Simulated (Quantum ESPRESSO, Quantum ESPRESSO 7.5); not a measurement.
## H on fcc sites of Ti(0001): a series in the coverage

What law, if any, do the results for H on fcc sites of Ti(0001) follow against the coverage?

Method: plane-wave DFT, PBE, GBRV ultrasoft pseudopotentials, in Quantum ESPRESSO 7.5.

## 1. The structure

The structure is hexagonal, space group P6_3/mmc (No. 194). Conventional cell: a = 2.950 Å, b = 2.950 Å, c = 4.685 Å, α = 90.00°, β = 90.00°, γ = 120.00°. Ti has 12 Ti at 2.90 to 2.95 Å nearest.

Set-up: Slabs of 3 layers, covered on the upper face; adsorbates and the top layer relax in a periodic cell, the rest is held (the clean slab relaxes both outer layers); a run under open boundaries (ESM, bc1) gives both vacuum levels. Cells of one to 9 surface sites carry the coverages, on meshes of like density; cold smearing of 0.02 Ry. The slabs take the lattice constants of the bulk relaxed by the same program.

Members 0.1667, 0.25, 0.3333, 0.5 and 0.6667 took the same steps and show in the table alone.

## 2. Relaxing cell and ions of the reference

The bulk crystal is relaxed in cell and atoms; the members are built on its lattice constants.

Contents of ref.vc.in:

```
&control
  prefix = 'ref.vc'
  outdir = './out'
  pseudo_dir = './pseudo'
  nstep = 40
  forc_conv_thr = 0.0003
  calculation = 'vc-relax'
/
&system
  ibrav = 0
  nat = 2
  ntyp = 1
  ecutwfc = 50
  ecutrho = 250
  occupations = 'smearing'
  smearing = 'mv'
  degauss = 0.02
/
&electrons
  conv_thr = 1e-09
  mixing_beta = 0.4
  electron_maxstep = 120
/
&ions
/
&cell
  press_conv_thr = 0.3
/
ATOMIC_SPECIES
  Ti  47.8670  ti_pbe_v1.4.uspp.F.UPF
CELL_PARAMETERS angstrom
  2.95000000000000 0.00000000000000 0.00000000000000
  -1.47500000000000 2.55477494116409 0.00000000000000
  0.00000000000000 0.00000000000000 4.68460000000000
ATOMIC_POSITIONS crystal
  Ti  0.333333333333 0.666666666667 0.250000000000
  Ti  0.666666666667 0.333333333333 0.750000000000
K_POINTS automatic
  16 16 9 0 0 0
```

The run is started by

```bash
> OMP_NUM_THREADS=1 mpirun -n 16 pw.x -nk 16 -in ref.vc.in > ref.vc.out
```

Log:

```text
Program PWSCF v.7.5 starts
[citation notice left out]

     Parallel version (MPI & OpenMP), running on      16 processor cores
     Number of MPI processes:                16
     Threads/MPI process:                     1

     MPI processes distributed on     1 nodes
[...]
Current dimensions of program PWSCF are:
     Max number of different atomic species (ntypx) = 10
     Max number of k-points (npk) =  40000
     Max angular momentum in pseudopotentials (lmaxx) =  4
     Message from routine setup:
     using ibrav=0 with symmetry is DISCOURAGED, use correct ibrav instead

     K-points division:     npool     =      16
     Subspace diagonalization in iterative solution of the eigenvalue problem:
     a serial algorithm will be used

     G-vector sticks info
     --------------------
     sticks:   dense  smooth     PW     G-vecs:    dense   smooth      PW
     Sum         535     433    127                15891    11415    1925

     Using Slab Decomposition

     bravais-lattice index     =            0
     lattice parameter (alat)  =       5.5747  a.u.
     unit-cell volume          =     238.2560 (a.u.)^3
     number of atoms/cell      =            2
     number of atomic types    =            1
     number of electrons       =        24.00
     number of Kohn-Sham states=           16
     kinetic-energy cutoff     =      50.0000  Ry
     charge density cutoff     =     250.0000  Ry
     scf convergence threshold =      1.0E-09
     mixing beta               =       0.4000
     number of iterations used =            8  plain     mixing
     energy convergence thresh.=      1.0E-04
     force convergence thresh. =      3.0E-04
     press convergence thresh. =      3.0E-01
     Exchange-correlation=  SLA  PW   PBX  PBC
                           (   1   4   3   4   0   0   0)
     nstep                     =           40

     celldm(1)=   5.574692  celldm(2)=   0.000000  celldm(3)=   0.000000
     celldm(4)=   0.000000  celldm(5)=   0.000000  celldm(6)=   0.000000

     crystal axes: (cart. coord. in units of alat)
               a(1) = (   1.000000   0.000000   0.000000 )
               a(2) = (  -0.500000   0.866025   0.000000 )
               a(3) = (   0.000000   0.000000   1.588000 )

     reciprocal axes: (cart. coord. in units 2 pi/alat)
               b(1) = (  1.000000  0.577350 -0.000000 )
               b(2) = (  0.000000  1.154701  0.000000 )
               b(3) = (  0.000000 -0.000000  0.629723 )

     PseudoPot. # 1 for Ti read from file:
     ./pseudo/ti_pbe_v1.4.uspp.F.UPF
     Pseudo is Ultrasoft + core correction, Zval = 12.0
     Generated by new atomic code, or converted to UPF format
     Using radial grid of  851 points,  6 beta functions with:
                l(1) =   0
                l(2) =   0
                l(3) =   1
                l(4) =   1
                l(5) =   2
                l(6) =   2
     Q(r) pseudized with  6 coefficients,  rinner =    1.000   1.000   1.000
                                                       1.000   1.000

     atomic species   valence    mass     pseudopotential
     Ti               12.00    47.86700     Ti( 1.00)

     24 Sym. Ops., with inversion, found (12 have fractional translation)

   Cartesian axes

     site n.     atom                  positions (alat units)
         1        Ti     tau(   1) = (  -0.0000000   0.5773503   0.3970000  )
         2        Ti     tau(   2) = (   0.5000000   0.2886751   1.1910000  )

     number of k points=   150  Marzari-Vanderbilt smearing, width (Ry)=  0.0200

     Number of k-points >= 100: set verbosity='high' to print them.

     Dense  grid:    15891 G-vectors     FFT dimensions: (  30,  30,  48)

     Smooth grid:    11415 G-vectors     FFT dimensions: (  25,  25,  40)

     Estimated max dynamical RAM per process >      19.84 MB

     Estimated total dynamical RAM >     259.22 MB

     Check: negative core charge=   -0.000008

     Initial potential from superposition of free atoms

     starting charge      21.9999, renormalised to      24.0000

     negative rho (up, down):  2.727E-03 0.000E+00
     Starting wfcs are   20 randomized atomic wfcs

     total cpu time spent up to now is        0.5 secs

     per-process dynamical memory:    20.0 Mb

     Self-consistent Calculation

     iteration #  1     ecut=    50.00 Ry     beta= 0.40
     Davidson diagonalization with overlap
     ethr =  1.00E-02,  avg # of iterations =  3.9

     negative rho (up, down):  2.748E-03 0.000E+00

     total cpu time spent up to now is        0.8 secs

     total energy              =    -238.31107569 Ry
     estimated scf accuracy    <       1.26624166 Ry

     iteration #  2     ecut=    50.00 Ry     beta= 0.40
[...]
negative rho (up, down):  2.520E-03 0.000E+00

[...]
total energy              =    -238.46453699 Ry
     estimated scf accuracy    <       0.04991304 Ry

     iteration #  3     ecut=    50.00 Ry     beta= 0.40
[...]
negative rho (up, down):  2.374E-03 0.000E+00

[...]
total energy              =    -238.49822241 Ry
     estimated scf accuracy    <       0.02486302 Ry

     iteration #  4     ecut=    50.00 Ry     beta= 0.40
[...]
negative rho (up, down):  1.986E-03 0.000E+00

[...]
total energy              =    -238.50020016 Ry
     estimated scf accuracy    <       0.00252145 Ry

     iteration #  5     ecut=    50.00 Ry     beta= 0.40
[...]
negative rho (up, down):  1.996E-03 0.000E+00

[...]
total energy              =    -238.50122718 Ry
     estimated scf accuracy    <       0.00021986 Ry

     iteration #  6     ecut=    50.00 Ry     beta= 0.40
[...]
negative rho (up, down):  1.992E-03 0.000E+00

[...]
total energy              =    -238.50120382 Ry
     estimated scf accuracy    <       0.00009282 Ry

     iteration #  7     ecut=    50.00 Ry     beta= 0.40
[...]
negative rho (up, down):  1.997E-03 0.000E+00

[...]
total energy              =    -238.50121299 Ry
     estimated scf accuracy    <       0.00000529 Ry

     iteration #  8     ecut=    50.00 Ry     beta= 0.40
[...]
negative rho (up, down):  1.995E-03 0.000E+00

[...]
total energy              =    -238.50121697 Ry
     estimated scf accuracy    <       0.00000652 Ry

[...]
Gradient error          =      4.3E-27 Ry/Bohr
     Cell gradient error     =      1.1E+01 kbar

     number of scf cycles    =   2
     number of bfgs steps    =   1

     enthalpy           old  =    -238.5012168529 Ry
     enthalpy           new  =    -238.5014004233 Ry

     CASE: enthalpy          _new < enthalpy          _old

     new trust radius        =       0.0099924778 bohr
     new conv_thr            =            1.0E-11 Ry

     new unit-cell volume =    234.52114 a.u.^3 (    34.75245 Ang^3 )
     density =      4.57436 g/cm^3

CELL_PARAMETERS (angstrom)
   2.936849552  -0.000000000   0.000000000
  -1.468424776   2.543386319   0.000000000
   0.000000000   0.000000000   4.652553487

ATOMIC_POSITIONS (crystal)
Ti               0.3333333333        0.6666666667        0.2500000000
Ti               0.6666666667        0.3333333333        0.7500000000

[...]
NEW-OLD atomic charge density approx. for the potential
     New effective cutoffs (rho, wfc):  252.57   50.68

     Check: negative core charge=   -0.000008

     negative rho (up, down):  1.961E-03 0.000E+00

     total cpu time spent up to now is        6.7 secs

     per-process dynamical memory:    22.3 Mb

     Self-consistent Calculation

     iteration #  1     ecut=    50.00 Ry     beta= 0.40
     Davidson diagonalization with overlap
     ethr =  1.00E-06,  avg # of iterations =  3.0

     Threshold (ethr) on eigenvalues was too large:
     Diagonalizing with lowered threshold

     Davidson diagonalization with overlap
     ethr =  1.39E-08,  avg # of iterations =  3.2

     negative rho (up, down):  1.963E-03 0.000E+00

     total cpu time spent up to now is        7.3 secs

     total energy              =    -238.50144757 Ry
     estimated scf accuracy    <       0.00000442 Ry

[...]
iteration #  7     ecut=    50.00 Ry     beta= 0.40
[...]
negative rho (up, down):  1.965E-03 0.000E+00

[...]
End of self-consistent calculation

     Number of k-points >= 100: set verbosity='high' to print the bands.

     the Fermi energy is    13.3782 ev

!    total energy              =    -238.50144861 Ry
     estimated scf accuracy    <          7.9E-12 Ry
     smearing contrib. (-TS)   =       0.00021332 Ry
     internal energy E=F+TS    =    -238.50166193 Ry

     The total energy is F=E-TS. E is the sum of the following terms:
     one-electron contribution =     -81.00626273 Ry
     hartree contribution      =      48.49779549 Ry
     xc contribution           =     -36.07593475 Ry
     ewald contribution        =    -169.91725994 Ry

     convergence has been achieved in   7 iterations

     negative rho (up, down):  1.965E-03 0.000E+00

     Forces acting on atoms (cartesian axes, Ry/au):

     atom    1 type  1   force =     0.00000000    0.00000000   -0.00000000
     atom    2 type  1   force =     0.00000000    0.00000000    0.00000000

     Total force =     0.000000     Total SCF correction =     0.000000

     Computing stress (Cartesian axis) and pressure

     negative rho (up, down):  1.965E-03 0.000E+00
          total   stress  (Ry/bohr**3)                   (kbar)     P=        0.08
   0.00000712  -0.00000000   0.00000000            1.05       -0.00        0.00
  -0.00000000   0.00000712   0.00000000           -0.00        1.05        0.00
   0.00000000   0.00000000  -0.00001267            0.00        0.00       -1.86

     Energy error            =      4.8E-05 Ry
     Gradient error          =      2.5E-27 Ry/Bohr
     Cell gradient error     =      1.9E+00 kbar

     number of scf cycles    =   3
     number of bfgs steps    =   2

     enthalpy           old  =    -238.5014004233 Ry
     enthalpy           new  =    -238.5014486069 Ry

     CASE: enthalpy          _new < enthalpy          _old

     new trust radius        =       0.0013471734 bohr
     new conv_thr            =            1.0E-11 Ry

     new unit-cell volume =    234.47257 a.u.^3 (    34.74525 Ang^3 )
     density =      4.57530 g/cm^3

CELL_PARAMETERS (angstrom)
   2.937191449  -0.000000000   0.000000000
  -1.468595724   2.543682410   0.000000000
   0.000000000   0.000000000   4.650507071

ATOMIC_POSITIONS (crystal)
Ti               0.3333333333        0.6666666667        0.2500000000
Ti               0.6666666667        0.3333333333        0.7500000000

[...]
NEW-OLD atomic charge density approx. for the potential
     New effective cutoffs (rho, wfc):  252.76   50.73

     Check: negative core charge=   -0.000008

     negative rho (up, down):  1.965E-03 0.000E+00

     total cpu time spent up to now is        9.5 secs

     per-process dynamical memory:    22.3 Mb

[...]
!    total energy              =    -238.50145008 Ry
[...]
Total force =     0.000000     Total SCF correction =     0.000000
[...]
number of bfgs steps    =   3
[...]
new trust radius        =       0.0014823893 bohr
[...]
!    total energy              =    -238.50145156 Ry
[...]
Total force =     0.000000     Total SCF correction =     0.000000
[...]
number of bfgs steps    =   4
[...]
new trust radius        =       0.0022246961 bohr
[...]
!    total energy              =    -238.50145258 Ry
[...]
Total force =     0.000000     Total SCF correction =     0.000000
[...]
Self-consistent Calculation

     iteration #  1     ecut=    50.00 Ry     beta= 0.40
     Davidson diagonalization with overlap
     c_bands:  1 eigenvalues not converged
     ethr =  1.00E-06,  avg # of iterations = 16.8

     negative rho (up, down):  3.353E-03 0.000E+00

     total cpu time spent up to now is       16.6 secs

     total energy              =    -238.28121262 Ry
     estimated scf accuracy    <       1.33655043 Ry

[...]
iteration # 14     ecut=    50.00 Ry     beta= 0.40
[...]
negative rho (up, down):  2.424E-03 0.000E+00

[...]
End of self-consistent calculation

     Number of k-points >= 100: set verbosity='high' to print the bands.

     the Fermi energy is    13.3787 ev

!    total energy              =    -238.50144954 Ry
     estimated scf accuracy    <          2.8E-12 Ry
     smearing contrib. (-TS)   =       0.00020399 Ry
     internal energy E=F+TS    =    -238.50165353 Ry

     The total energy is F=E-TS. E is the sum of the following terms:
     one-electron contribution =     -81.01464006 Ry
     hartree contribution      =      48.50112015 Ry
     xc contribution           =     -36.07592442 Ry
     ewald contribution        =    -169.91220920 Ry

     convergence has been achieved in  14 iterations

     negative rho (up, down):  2.424E-03 0.000E+00

     Forces acting on atoms (cartesian axes, Ry/au):

     atom    1 type  1   force =    -0.00000000   -0.00000000    0.00000000
     atom    2 type  1   force =     0.00000000    0.00000000   -0.00000000

     Total force =     0.000000     Total SCF correction =     0.000000

     Computing stress (Cartesian axis) and pressure

     negative rho (up, down):  2.424E-03 0.000E+00
          total   stress  (Ry/bohr**3)                   (kbar)     P=        0.05
   0.00000057   0.00000000  -0.00000000            0.08        0.00       -0.00
   0.00000000   0.00000057   0.00000000            0.00        0.08        0.00
  -0.00000000   0.00000000  -0.00000015           -0.00        0.00       -0.02

[...]
=------------------------------------------------------------------------------=
   JOB DONE.
=------------------------------------------------------------------------------=
```

Wall time 21 s (16 MPI ranks of Arm Neoverse V2, shared host); peak memory 0.91 GiB.

Step by step:

```
step  energy less that of the first step (eV)  largest force (eV/Å)  volume (Å³)
   1                                   0.0000                0.0000        35.31
   2                                  -0.0025                0.0000        34.99
   3                                  -0.0032                0.0000        34.75
   4                                  -0.0032                0.0000        34.75
   5                                  -0.0032                0.0000        34.75
   6                                  -0.0032                0.0000        34.75
   7                                  -0.0032                0.0000        34.75
```

```
conventional cell, symmetrised  before  after  change
                         a (Å)   2.950  2.939  -0.4 %
                         b (Å)   2.950  2.939  -0.4 %
                         c (Å)   4.685  4.645  -0.8 %
              volume (Å³/atom)   17.65  17.38  -1.6 %
```

Final coordinates:

```xyz
2
Lattice="2.9393 0.0000 0.0000 -1.4697 2.5455 0.0000 0.0000 0.0000 4.6449" Properties=species:S:1:pos:R:3 pbc="T T T"
Ti    0.0000    1.6970    1.1612
Ti    1.4697    0.8485    3.4837
```

 The last row is no step: it is a fresh SCF in the final cell with a new plane-wave basis, +0 meV from the row before.

This step gave:

- free energy: -3244.9775 eV
- Fermi energy: 13.38 eV

[end of part 1 of 9]

[Logs are printed without paths, hosts, clocks, repeated set-up lines and the standing remarks that a program may print on its own settings, such as how far it seeks lower states.]

[Hosts, paths, dates, database ids (printed as entryN), source tags and the programs' standing remarks are cut or masked in the printed files.]

[Maps of the electrostatic potential energy from Ansatz leave out the sawtooth potential of an applied field or a dipole correction, so their vacuum need not be flat; planar profiles and work functions include it.]
